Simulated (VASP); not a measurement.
Here is a VASP 6.6.1 calculation.

File POSCAR:

```
PbSe
1.0
    0.0000000000      3.0686424700      3.0686424700
    3.0686424700      0.0000000000      3.0686424700
    3.0686424700      3.0686424700      0.0000000000
Pb Se
1 1
Direct
    0.0000000000      0.0000000000      0.0000000000
    0.5000000000      0.5000000000      0.5000000000
```

INCAR.step1

```
PREC = Accurate ; ENCUT = 520
ISMEAR = -1 ; SIGMA = 0.02
LREAL = F ; LASPH = T
NELM = 60 ; GGA = PE
ALGO = Normal ; EDIFF = 1E-4
LWAVE = T ; LCHARG = F
```

File INCAR.step2:

```
PREC = Accurate ; ENCUT = 520
EDIFF = 1E-6 ; ISMEAR = -1
SIGMA = 0.02 ; LREAL = F
LASPH = T ; NELM = 60
ALGO = Normal ; ISIF = 2
LWAVE = F ; LCHARG = F
METAGGA = R2SCAN ; LMIXTAU = T
IBRION = 2 ; NSW = 50
EDIFFG = -0.01 ; ISTART = 1
```

The input KPOINTS:

```
Automatic mesh
0
Gamma
  8 8 8
```

Potentials or basis: VASP PAW PBE potentials, release 64 (Pb_d, Se).

Launch:

```sh
$ cat potpaw_PBE.64/Pb_d/POTCAR potpaw_PBE.64/Se/POTCAR > POTCAR
$ cp INCAR.step1 INCAR
$ mpirun -np 1 vasp_std > vasp.out
$ cp INCAR.step2 INCAR
$ mpirun -np 1 vasp_std > vasp.out
```

(1) Predict the band gap on the k mesh.

Results:

(1) 0.61 eV, direct.

Caveat: the relaxation stopped at its first step, so nothing moved; spin-orbit coupling is left out, which moves the levels of the heavy elements.

**Measured values to compare with.**

A printed reference work, monograph reports, for a bulk crystal of PbSe at 300 K: band gap 0.28 eV (direct).

Measured gap of PbSe: 0.28 eV (direct; 300 K; a printed reference work, monograph). This calculation gives 0.61 eV (+0.33 eV). 2 values of this kind are on record (0.15 to 0.28 eV); this one was drawn at random. Spin-orbit coupling on Pb, Se is left out. The value is that of r2SCAN on a finite k mesh, which can miss the band edges, without temperature or zero-point motion.
